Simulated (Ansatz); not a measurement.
A trial structure of Ge was built thus: 4-connected net of one element (P6_522, No. 179). Lengths were set from tabulated atomic sizes, so they are only a guess.

```cif
data_structure
_symmetry_space_group_name_H-M 'P6_522'
_symmetry_Int_Tables_number 179
_cell_length_a 7.6356
_cell_length_b 7.6356
_cell_length_c 5.1886
_cell_angle_alpha 90.000
_cell_angle_beta 90.000
_cell_angle_gamma 120.000
_cell_volume 261.98
loop_
_atom_site_label
_atom_site_type_symbol
_atom_site_symmetry_multiplicity
_atom_site_Wyckoff_symbol
_atom_site_fract_x
_atom_site_fract_y
_atom_site_fract_z
_atom_site_occupancy
Ge1 Ge 6 a 0.28984 0.00000 0.00000 1
Ge2 Ge 6 b 0.40823 0.81646 0.75000 1
```

Method: DFT PBE, scalar-relativistic, plane waves, PAW in Ansatz 0.2.0. Cutoff 420 eV, Gaussian smearing, Γ-centred meshes. Cell and atoms relax first on a coarse mesh and then on a converged one. In between, the cell is made exact in the group found at 0.06 Å. The steps can't lower the symmetry of their start. No spin polarisation.

A guess keeps its type if space group and coordination stay and the shape of the cell changes little (axis ratios within about 15 %, angles within 6°); the volume may change.

Question: Does this structure survive the relaxation?

Answer: It keeps its type. The symmetry stays P6_522 (No. 179). The volume per atom grows by 13.9 %, from 21.8 to 24.9 Å³. The shortest distance goes from 2.38 Å (Ge–Ge) to 2.47 Å (Ge–Ge). The ratio c/a of the conventional cell changes by a factor of 1.03. Counting neighbours within 15 % of an atom's shortest distance, the start has Ge 4 and the end Ge 4.

Energies count from the standard state of Ge at the same level.

Question: At what energy does it end?

Answer: +0.106 eV/atom. It lies above the standard state, so it could only be metastable.

The last run used a 6×6×6 mesh for its 12-atom cell and Gaussian smearing of 0.02 eV. A structure relaxed within its symmetry needn't be a true minimum.
